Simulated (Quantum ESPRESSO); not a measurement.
CeO2: dielectric tensor and Born charges under several settings

```xyz
3
Lattice="0.0000 2.7037 2.7037 2.7037 0.0000 2.7037 2.7037 2.7037 0.0000" Properties=species:S:1:pos:R:3 pbc="T T T"
Ce    0.0000    0.0000    0.0000
O     4.0555    4.0555    4.0555
O     1.3518    1.3518    1.3518
```

All runs used Quantum ESPRESSO 7.5; potentials JTH 2.0 PBE; given cell; collinear spin, ferromagnetic start; cutoff 707 eV; occupations smeared at first, fixed for the response.

| level | k mesh (s: shifted) | Born charge of atom 1 (e) | sum of the Born charges (e) |
| --- | --- | --- | --- |
| PBE | 4 × 4 × 4 | ? | ? |
| PBE | 6 × 6 × 6 | 5.78 | 0.01 |
| PBE | 8 × 8 × 8 | 5.78 | 0.01 |

Question: What stands in the row left open?

Answer: Born charge of atom 1 5.77 e; sum of the Born charges 0.00 e.

Caveats: some runs use coarse meshes; the cell is more than 3 GPa from zero pressure, which shifts response properties; the magnetic or orbital state may not be the lowest; on a mesh that holds Γ this program's dielectric tensor can be off by some percent beyond the error of the mesh.

For the row left open. Caveat: the k mesh is coarse (spacing up to 0.50 Å⁻¹), so the values aren't converged; the mesh is thin for the dielectric tensor, Born charges and intensities, which usually come out too large; the cell is more than 3 GPa from zero pressure, which shifts response properties; the magnetic or orbital state may not be the lowest; on a mesh that holds Γ this program's dielectric tensor can be off by some percent beyond the error of the mesh.
